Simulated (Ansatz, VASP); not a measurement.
**ZnS: VASP beside Ansatz**

```
Zn S
1.0
     0.00000    2.72115    2.72115
     2.72115    0.00000    2.72115
     2.72115    2.72115    0.00000
Zn S
1 1
Cartesian
  0.0000 0.0000 0.0000
  4.0817 4.0817 4.0817
```

Alike in both runs: functional PBE; k mesh 10 × 10 × 10; occupations gaussian, width 0.02 eV; no spin polarisation.

Ansatz relaxed the structure, and its values are those at the end. VASP's run is a single point on that final structure, the one shown.

|  | VASP | Ansatz |
| --- | --- | --- |
| version | VASP 6.6.1 | Ansatz 0.2.0 |
| potentials or method | VASP PAW PBE potentials, release 64 (Zn, S) | scalar-relativistic, plane waves, PAW |
| plane-wave cutoff (eV) | 520 | 420 |
| valence electrons in the cell | 18 | 18 |

|  | VASP | Ansatz | Ansatz less VASP |
| --- | --- | --- | --- |
| gap on the k mesh at the Fermi level (eV) | 2.02 | 2.02 | -0.004 |
| least direct gap on the mesh (eV) | 2.02 | 2.02 | -0.004 |
| pressure (GPa) | 0.2 | 0.0 | -0.16 |

The functional is the same, so the differences come from potentials, cutoffs and numerics.

Expect the measured gap to be larger: semilocal functionals such as PBE lack the derivative discontinuity.
